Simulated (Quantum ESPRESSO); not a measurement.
# Rb (Im-3m) in Quantum ESPRESSO: equation of state

Aim: energy against volume of Rb in PBEsol, for its equilibrium volume and stiffness.

Program: Quantum ESPRESSO 7.5. These are calculated values, not measurements. Logs are shortened: lines on timing, memory, paths and dates and some standing lists are left out, and cuts for length are marked.

## 1. The structure

Symmetry: Im-3m, No. 229, cubic system. The conventional cell has a = 5.605 Å, b = 5.605 Å, c = 5.605 Å, α = 90.00°, β = 90.00°, γ = 90.00°.

## 2. Single point, PBEsol, 82.76 Å³/atom

Input file pw.in:

```
&CONTROL
  calculation = 'scf'
  prefix = 'pwscf'
  outdir = './tmp'
  pseudo_dir = './pseudo'
  tstress = .true.
  disk_io = 'nowf'
/
&SYSTEM
  ibrav = 0
  nat = 1
  ntyp = 1
  ecutwfc = 45
  ecutrho = 360
  nbnd = 10
  occupations = 'smearing'
  smearing = 'fd'
  degauss = 0.00367493
/
&ELECTRONS
  conv_thr = 2d-10
  electron_maxstep = 120
  mixing_beta = 0.5
/
ATOMIC_SPECIES
Rb    85.4678 rb_pbesol_v1.uspp.F.UPF
CELL_PARAMETERS angstrom
  -2.7452900697    2.7452900697    2.7452900697
   2.7452900697   -2.7452900697    2.7452900697
   2.7452900697    2.7452900697   -2.7452900697
ATOMIC_POSITIONS crystal
Rb     0.0000000000    0.0000000000    0.0000000000
K_POINTS automatic
7 7 7 0 0 0
```

Potentials or basis: GBRV 1.5 PBEsol.

Command:

```console
$ OMP_NUM_THREADS=1 mpirun -n 2 pw.x -nk 2 -in pw.in > pw.out
```

pw.out:

```text
This program is part of the open-source Quantum ESPRESSO suite
     for quantum simulation of materials; please cite
[... 13 lines left out ...]
     --------------------
     sticks:   dense  smooth     PW     G-vecs:    dense   smooth      PW
     Sum        2179    1097    321                64315    22831    3589

     Using Slab Decomposition

     bravais-lattice index     =            0
     lattice parameter (alat)  =       8.9856  a.u.
     unit-cell volume          =     558.4976 (a.u.)^3
     number of atoms/cell      =            1
     number of atomic types    =            1
     number of electrons       =         9.00
     number of Kohn-Sham states=           10
     kinetic-energy cutoff     =      45.0000  Ry
     charge density cutoff     =     360.0000  Ry
     scf convergence threshold =      2.0E-10
     mixing beta               =       0.5000
     number of iterations used =            8  plain     mixing
     Exchange-correlation= SLA  PW   PSX  PSC
                           (   1   4  10   8   0   0   0)

     celldm(1)=   8.985613  celldm(2)=   0.000000  celldm(3)=   0.000000
     celldm(4)=   0.000000  celldm(5)=   0.000000  celldm(6)=   0.000000

     crystal axes: (cart. coord. in units of alat)
               a(1) = (  -0.577350   0.577350   0.577350 )
               a(2) = (   0.577350  -0.577350   0.577350 )
               a(3) = (   0.577350   0.577350  -0.577350 )

     reciprocal axes: (cart. coord. in units 2 pi/alat)
               b(1) = ( -0.000000  0.866025  0.866025 )
               b(2) = (  0.866025 -0.000000  0.866025 )
               b(3) = (  0.866025  0.866025  0.000000 )

     PseudoPot. # 1 for Rb read from file:
     rb_pbesol_v1.uspp.F.UPF
     Pseudo is Ultrasoft + core correction, Zval =  9.0
     Generated by new atomic code, or converted to UPF format
     Using radial grid of  881 points,  6 beta functions with:
                l(1) =   0
                l(2) =   0
                l(3) =   1
                l(4) =   1
                l(5) =   2
                l(6) =   2
     Q(r) pseudized with  8 coefficients,  rinner =    1.900   1.900   1.900
                                                       1.900   1.900

     atomic species   valence    mass     pseudopotential
     Rb                9.00    85.46780     Rb( 1.00)

     48 Sym. Ops., with inversion, found

   Cartesian axes

     site n.     atom                  positions (alat units)
         1        Rb     tau(   1) = (   0.0000000   0.0000000   0.0000000  )

     number of k points=    20  Fermi-Dirac smearing, width (Ry)=  0.0037
                       cart. coord. in units 2pi/alat
        k(    1) = (   0.0000000   0.0000000   0.0000000), wk =   0.0058309
        k(    2) = (   0.1237179   0.1237179   0.0000000), wk =   0.0699708
        k(    3) = (   0.2474358   0.2474358   0.0000000), wk =   0.0699708
        k(    4) = (   0.3711537   0.3711537   0.0000000), wk =   0.0699708
        k(    5) = (   0.2474358   0.1237179   0.1237179), wk =   0.1399417
        k(    6) = (   0.3711537   0.2474358   0.1237179), wk =   0.2798834
[... 12 lines left out ...]
        k(   19) = (  -0.7423075  -0.1237179  -0.1237179), wk =   0.0466472
        k(   20) = (  -0.0000000  -0.0000000   0.7423075), wk =   0.0349854

     Dense  grid:    64315 G-vectors     FFT dimensions: (  60,  60,  60)

     Smooth grid:    22831 G-vectors     FFT dimensions: (  40,  40,  40)

     Initial potential from superposition of free atoms

     starting charge       8.4942, renormalised to       9.0000

     negative rho (up, down):  7.262E-02 0.000E+00
     Starting wfcs are   10 randomized atomic wfcs

     Self-consistent Calculation

     iteration #  1     ecut=    45.00 Ry     beta= 0.50
     Davidson diagonalization with overlap
     ethr =  1.00E-02,  avg # of iterations =  4.0

     negative rho (up, down):  6.822E-02 0.000E+00

     total energy              =     -53.10769714 Ry
     estimated scf accuracy    <       0.15006887 Ry

     iteration #  2     ecut=    45.00 Ry     beta= 0.50
     Davidson diagonalization with overlap
     ethr =  1.67E-03,  avg # of iterations =  1.7

     negative rho (up, down):  6.780E-02 0.000E+00

     total energy              =     -53.11889453 Ry
     estimated scf accuracy    <       0.00942081 Ry

     iteration #  3     ecut=    45.00 Ry     beta= 0.50
     Davidson diagonalization with overlap
     ethr =  1.05E-04,  avg # of iterations =  2.6

     negative rho (up, down):  6.930E-02 0.000E+00

     total energy              =     -53.12104475 Ry
     estimated scf accuracy    <       0.00072941 Ry

     iteration #  4     ecut=    45.00 Ry     beta= 0.50
     Davidson diagonalization with overlap
     ethr =  8.10E-06,  avg # of iterations =  3.2

     negative rho (up, down):  6.884E-02 0.000E+00

     total energy              =     -53.12105866 Ry
     estimated scf accuracy    <       0.00016954 Ry

     iteration #  5     ecut=    45.00 Ry     beta= 0.50
     Davidson diagonalization with overlap
     ethr =  1.88E-06,  avg # of iterations =  2.7

     negative rho (up, down):  6.863E-02 0.000E+00

     total energy              =     -53.12108373 Ry
     estimated scf accuracy    <       0.00000090 Ry

     iteration #  6     ecut=    45.00 Ry     beta= 0.50
     Davidson diagonalization with overlap
     ethr =  1.01E-08,  avg # of iterations =  4.0

     negative rho (up, down):  6.851E-02 0.000E+00

     total energy              =     -53.12108473 Ry
     estimated scf accuracy    <       0.00000012 Ry

     iteration #  7     ecut=    45.00 Ry     beta= 0.50
     Davidson diagonalization with overlap
     ethr =  1.33E-09,  avg # of iterations =  2.0

     negative rho (up, down):  6.850E-02 0.000E+00

     total energy              =     -53.12108474 Ry
     estimated scf accuracy    <       0.00000008 Ry

     iteration #  8     ecut=    45.00 Ry     beta= 0.50
     Davidson diagonalization with overlap
     ethr =  9.23E-10,  avg # of iterations =  2.0

     negative rho (up, down):  6.850E-02 0.000E+00

     total energy              =     -53.12108475 Ry
     estimated scf accuracy    <          7.3E-10 Ry

     iteration #  9     ecut=    45.00 Ry     beta= 0.50
     Davidson diagonalization with overlap
     ethr =  8.08E-12,  avg # of iterations =  2.0

     negative rho (up, down):  6.851E-02 0.000E+00

     total energy              =     -53.12108475 Ry
     estimated scf accuracy    <          2.8E-10 Ry

     iteration # 10     ecut=    45.00 Ry     beta= 0.50
     Davidson diagonalization with overlap
     ethr =  3.17E-12,  avg # of iterations =  2.0

     negative rho (up, down):  6.851E-02 0.000E+00

     total energy              =     -53.12108475 Ry
     estimated scf accuracy    <          2.8E-10 Ry

     iteration # 11     ecut=    45.00 Ry     beta= 0.50
     Davidson diagonalization with overlap
     ethr =  3.06E-12,  avg # of iterations =  2.0

     negative rho (up, down):  6.851E-02 0.000E+00

     End of self-consistent calculation

          k = 0.0000 0.0000 0.0000 (  2899 PWs)   bands (ev):

   -26.4708 -10.5047 -10.5047 -10.5047   0.2347   6.1075   6.1075   6.1075
     7.1223   7.1223

          k = 0.1237 0.1237 0.0000 (  2863 PWs)   bands (ev):

   -26.4695 -10.5306 -10.5130 -10.5047   0.4952   5.6631   5.7878   6.3549
     6.8347   7.0441

          k = 0.2474 0.2474 0.0000 (  2834 PWs)   bands (ev):

   -26.4667 -10.5875 -10.5316 -10.5048   1.2199   4.5753   5.2821   6.9780
     7.0702   7.0737

          k = 0.3712 0.3712 0.0000 (  2850 PWs)   bands (ev):

   -26.4644 -10.6320 -10.5464 -10.5050   2.2166   3.5218   4.9791   6.8694
     7.4380   8.1876

          k = 0.2474 0.1237 0.1237 (  2844 PWs)   bands (ev):

   -26.4675 -10.5695 -10.5230 -10.5107   0.9901   5.0037   5.2703   6.6721
     6.7779   7.4013

          k = 0.3712 0.2474 0.1237 (  2850 PWs)   bands (ev):

   -26.4650 -10.6120 -10.5455 -10.5131   1.8758   4.0738   4.8306   6.7291
     7.2610   7.7021

          k = 0.4949 0.3712 0.1237 (  2847 PWs)   bands (ev):

   -26.4638 -10.6297 -10.5569 -10.5136   2.7579   3.2368   4.6769   6.5225
     7.7042   7.8065

          k = 0.4949 0.2474 0.2474 (  2860 PWs)   bands (ev):

   -26.4635 -10.6117 -10.5758 -10.5204   2.8404   3.7117   4.0611   6.6418
     7.1010   7.6704

          k = 0.2474 0.2474 0.2474 (  2851 PWs)   bands (ev):

   -26.4656 -10.6031 -10.5262 -10.5262   1.6769   4.5152   4.5152   6.9152
     7.4181   7.4181

          k = 0.3712 0.3712 0.2474 (  2841 PWs)   bands (ev):

   -26.4641 -10.6129 -10.5557 -10.5288   2.6653   3.7036   4.2825   6.2370
     7.6464   7.7963

          k =-0.0000-0.0000 0.2474 (  2859 PWs)   bands (ev):

   -26.4683 -10.5367 -10.5216 -10.5216   0.7484   5.7148   5.7148   5.7977
     6.4272   7.5844

          k = 0.4949 0.3712 0.3712 (  2847 PWs)   bands (ev):

   -26.4637 -10.5840 -10.5840 -10.5415   3.5479   3.5479   3.7082   5.6051
     7.8125   7.8125

          k =-0.0000-0.1237 0.3712 (  2852 PWs)   bands (ev):

   -26.4656 -10.5845 -10.5408 -10.5245   1.4533   4.6207   5.3760   5.9044
     7.0550   7.5616

          k =-0.0000-0.2474 0.4949 (  2839 PWs)   bands (ev):

   -26.4635 -10.6252 -10.5560 -10.5233   2.4394   3.5993   5.1261   5.8175
     7.3412   8.1360

          k = 0.1237-0.1237 0.4949 (  2846 PWs)   bands (ev):

   -26.4633 -10.6080 -10.5657 -10.5331   2.2843   4.0597   4.8229   6.0787
     6.8061   7.7499

          k =-0.7423-0.2474-0.2474 (  2847 PWs)   bands (ev):

   -26.4623 -10.6171 -10.5813 -10.5334   3.2341   3.3298   4.4146   6.1542
     6.9914   7.7388

          k =-0.0000-0.0000 0.4949 (  2843 PWs)   bands (ev):

   -26.4632 -10.5842 -10.5612 -10.5612   2.0906   4.3777   5.4849   5.4849
     6.5028   7.3162

          k =-0.0000-0.1237 0.6186 (  2834 PWs)   bands (ev):

   -26.4612 -10.6099 -10.5774 -10.5639   2.9523   3.7522   5.1612   5.4683
     6.4243   8.1262

          k =-0.7423-0.1237-0.1237 (  2844 PWs)   bands (ev):

   -26.4603 -10.6014 -10.6014 -10.5678   3.5090   3.5090   4.6679   6.1352
     6.1352   7.9358

          k =-0.0000-0.0000 0.7423 (  2799 PWs)   bands (ev):

   -26.4594 -10.5989 -10.5944 -10.5944   3.3968   3.6306   5.6235   5.7429
     5.7429   8.3832

     the Fermi energy is     2.3306 ev

!    total energy              =     -53.12108475 Ry
     estimated scf accuracy    <          4.8E-12 Ry
     smearing contrib. (-TS)   =      -0.00056907 Ry
     internal energy E=F+TS    =     -53.12051568 Ry

     The total energy is F=E-TS. E is the sum of the following terms:
     one-electron contribution =     -25.36943261 Ry
     hartree contribution      =      13.56027643 Ry
     xc contribution           =     -12.90092782 Ry
     ewald contribution        =     -28.41043168 Ry

     convergence has been achieved in  11 iterations

     Computing stress (Cartesian axis) and pressure

     negative rho (up, down):  6.851E-02 0.000E+00
          total   stress  (Ry/bohr**3)                   (kbar)     P=        1.25
   0.00000850  -0.00000000  -0.00000000            1.25       -0.00       -0.00
  -0.00000000   0.00000850  -0.00000000           -0.00        1.25       -0.00
  -0.00000000  -0.00000000   0.00000850           -0.00       -0.00        1.25

=------------------------------------------------------------------------------=
   JOB DONE.
=------------------------------------------------------------------------------=
```

It took 7.6 s on 2 MPI ranks of Intel Xeon 6975P-C (Granite Rapids), shared host; peak memory 0.34 GiB.

What came out:

| Item | Value |
| --- | --- |
| Free energy | -722.7492 eV |
| Pressure | 0.1 GPa |
| Band gap on the k mesh | none (metal or under the smearing width) |

## 3. Single point, PBEsol, 84.52 Å³/atom

pw.in: that of step 2 with these lines changed.

```diff
@@ -27,5 +27,5 @@
 CELL_PARAMETERS angstrom
-  -2.7452900697    2.7452900697    2.7452900697
-   2.7452900697   -2.7452900697    2.7452900697
-   2.7452900697    2.7452900697   -2.7452900697
+  -2.7646237353    2.7646237353    2.7646237353
+   2.7646237353   -2.7646237353    2.7646237353
+   2.7646237353    2.7646237353   -2.7646237353
 ATOMIC_POSITIONS crystal
```

Potentials or basis: GBRV 1.5 PBEsol.

Command:

```console
$ OMP_NUM_THREADS=1 mpirun -n 2 pw.x -nk 2 -in pw.in > pw.out
```

It took 7.4 s on 2 MPI ranks of Intel Xeon 6975P-C (Granite Rapids), shared host; peak memory 0.36 GiB.

Results (log left out):

| Property | Result |
| --- | --- |
| Free energy | -722.7502 eV |
| Pressure | 0.1 GPa |
| Band gap on the k mesh | none (metal or under the smearing width) |

## 4. Single point, PBEsol, 86.28 Å³/atom

pw.in: that of step 3 with these lines changed.

```diff
@@ -27,5 +27,5 @@
 CELL_PARAMETERS angstrom
-  -2.7646237353    2.7646237353    2.7646237353
-   2.7646237353   -2.7646237353    2.7646237353
-   2.7646237353    2.7646237353   -2.7646237353
+  -2.7836907084    2.7836907084    2.7836907084
+   2.7836907084   -2.7836907084    2.7836907084
+   2.7836907084    2.7836907084   -2.7836907084
 ATOMIC_POSITIONS crystal
```

Command:

```console
$ OMP_NUM_THREADS=1 mpirun -n 2 pw.x -nk 2 -in pw.in > pw.out
```

It took 8 s on 2 MPI ranks of Intel Xeon 6975P-C (Granite Rapids), shared host; peak memory 0.36 GiB.

It converged, with:

* Free energy: -722.7504 eV
* Pressure: 0.0 GPa
* Band gap on the k mesh: none (metal or under the smearing width)

## 5. Single point, PBEsol, 88.04 Å³/atom

pw.in: that of step 4 with these lines changed.

```diff
@@ -27,5 +27,5 @@
 CELL_PARAMETERS angstrom
-  -2.7836907084    2.7836907084    2.7836907084
-   2.7836907084   -2.7836907084    2.7836907084
-   2.7836907084    2.7836907084   -2.7836907084
+  -2.8025000000    2.8025000000    2.8025000000
+   2.8025000000   -2.8025000000    2.8025000000
+   2.8025000000    2.8025000000   -2.8025000000
 ATOMIC_POSITIONS crystal
```

Command:

```console
$ OMP_NUM_THREADS=1 mpirun -n 2 pw.x -nk 2 -in pw.in > pw.out
```

Run time: 7.4 s. Hardware: 2 MPI ranks of Intel Xeon 6975P-C (Granite Rapids), shared host; peak memory 0.36 GiB.

The run converged. Its results:

- Free energy: -722.7501 eV
- Pressure: -0.1 GPa
- Band gap on the k mesh: none (metal or under the smearing width)

## 6. Single point, PBEsol, 89.80 Å³/atom

pw.in: that of step 5 with these lines changed.

```diff
@@ -27,5 +27,5 @@
 CELL_PARAMETERS angstrom
-  -2.8025000000    2.8025000000    2.8025000000
-   2.8025000000   -2.8025000000    2.8025000000
-   2.8025000000    2.8025000000   -2.8025000000
+  -2.8210601435    2.8210601435    2.8210601435
+   2.8210601435   -2.8210601435    2.8210601435
+   2.8210601435    2.8210601435   -2.8210601435
 ATOMIC_POSITIONS crystal
```

Potentials or basis: GBRV 1.5 PBEsol.

Command:

```console
$ OMP_NUM_THREADS=1 mpirun -n 2 pw.x -nk 2 -in pw.in > pw.out
```

Run time: 7.8 s. Hardware: 2 MPI ranks of Intel Xeon 6975P-C (Granite Rapids), shared host; peak memory 0.38 GiB.

The run converged. Its results:

```yaml
Free_energy: -722.7491 eV
Pressure: -0.1 GPa
Band_gap_on_the_k_mesh: none (metal or under the smearing width)
```

## 7. Single point, PBEsol, 91.57 Å³/atom

pw.in: that of step 6 with these lines changed.

```diff
@@ -27,5 +27,5 @@
 CELL_PARAMETERS angstrom
-  -2.8210601435    2.8210601435    2.8210601435
-   2.8210601435   -2.8210601435    2.8210601435
-   2.8210601435    2.8210601435   -2.8210601435
+  -2.8393792292    2.8393792292    2.8393792292
+   2.8393792292   -2.8393792292    2.8393792292
+   2.8393792292    2.8393792292   -2.8393792292
 ATOMIC_POSITIONS crystal
```

Command:

```console
$ OMP_NUM_THREADS=1 mpirun -n 2 pw.x -nk 2 -in pw.in > pw.out
```

Wall time 9.7 s (2 MPI ranks of Intel Xeon 6975P-C (Granite Rapids), shared host); peak memory 0.38 GiB.

The run converged. Its results:

```yaml
Free_energy: -722.7475 eV
Pressure: -0.2 GPa
Band_gap_on_the_k_mesh: none (metal or under the smearing width)
```

## 8. Single point, PBEsol, 93.33 Å³/atom

pw.in: that of step 7 with these lines changed.

```diff
@@ -27,5 +27,5 @@
 CELL_PARAMETERS angstrom
-  -2.8393792292    2.8393792292    2.8393792292
-   2.8393792292   -2.8393792292    2.8393792292
-   2.8393792292    2.8393792292   -2.8393792292
+  -2.8574649348    2.8574649348    2.8574649348
+   2.8574649348   -2.8574649348    2.8574649348
+   2.8574649348    2.8574649348   -2.8574649348
 ATOMIC_POSITIONS crystal
```

Command:

```console
$ OMP_NUM_THREADS=1 mpirun -n 2 pw.x -nk 2 -in pw.in > pw.out
```

It took 8.5 s on 2 MPI ranks of Intel Xeon 6975P-C (Granite Rapids), shared host; peak memory 0.38 GiB.

Results (log left out):

```
Free energy            : -722.7455 eV
Pressure               : -0.2 GPa
Band gap on the k mesh : none (metal or under the smearing width)
```

## 9. Equation of state, PBEsol

Potentials or basis: GBRV 1.5 PBEsol.

No new run: the results of the series are fitted here.

What came out:

```
Equilibrium volume                      : 86.10 Å³/atom
Bulk modulus                            : 2.9 GPa
Pressure derivative of the bulk modulus : 3.7
```

Energy against volume, from the lowest point:
```
volume (Å³/atom)  energy (meV/atom)
          82.761               1.26
          84.522               0.27
          86.283               0.00
          88.043               0.39
          89.804               1.37
          91.565               2.89
          93.326               4.90
```
